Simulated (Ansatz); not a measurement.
The system is CoSi2.

```
CELL_PARAMETERS angstrom
0.00000 2.67800 2.67800
2.67800 0.00000 2.67800
2.67800 2.67800 0.00000
ATOMIC_POSITIONS crystal
Co 0.00000 0.00000 0.00000
Si 0.75000 0.75000 0.75000
Si 0.25000 0.25000 0.25000
```

Alike in all runs: program Ansatz 0.2.0; functional PBE; potentials or basis Ansatz PAW; cutoff 420 eV (not typed: the program's choice for these potentials); k mesh 7 × 7 × 7; occupations fermi-dirac, width 0.05 eV.

The same cell was started in several ways:

| start | free energy over the lowest (meV/atom) | net moment (μB) | site or absolute moments (μB) | gap |
| --- | --- | --- | --- | --- |
| collinear spin, ferromagnetic start of up to 3 μB; fixed moment 3 | 1046.9 | 3.00 | Co +1.65; Si +0.29 | - |
| collinear spin, ferromagnetic start of up to 1 μB; fixed moment 1 | 155.1 | 1.00 | Co +0.57; Si +0.09 | - |
| collinear spin, ferromagnetic start of up to 0.5 μB; fixed moment 0.5 | 38.3 | 0.50 | Co +0.28; Si +0.04 | - |
| collinear spin, program default start; fixed moment 0 | 0.0 | 0.00 | - | - |
| collinear spin, ferromagnetic start of up to 1.5 μB; fixed moment 1.5 | 336.2 | 1.50 | Co +0.87; Si +0.13 | - |
| collinear spin, ferromagnetic start of up to 2 μB; fixed moment 2 | 538.2 | 2.00 | Co +1.16; Si +0.18 | - |
| collinear spin, ferromagnetic start of up to 2.5 μB; fixed moment 2.5 | 773.3 | 2.50 | Co +1.42; Si +0.23 | - |
| collinear spin, ferromagnetic start of up to 4 μB; fixed moment 4 | 1744.9 | 4.00 | Co +2.15; Si +0.38 | - |

All polarised runs hold their moment fixed, so the table maps the energy against it. A still lower state may exist.

Caveats: the total moment is fixed, so each spin has its own Fermi level.
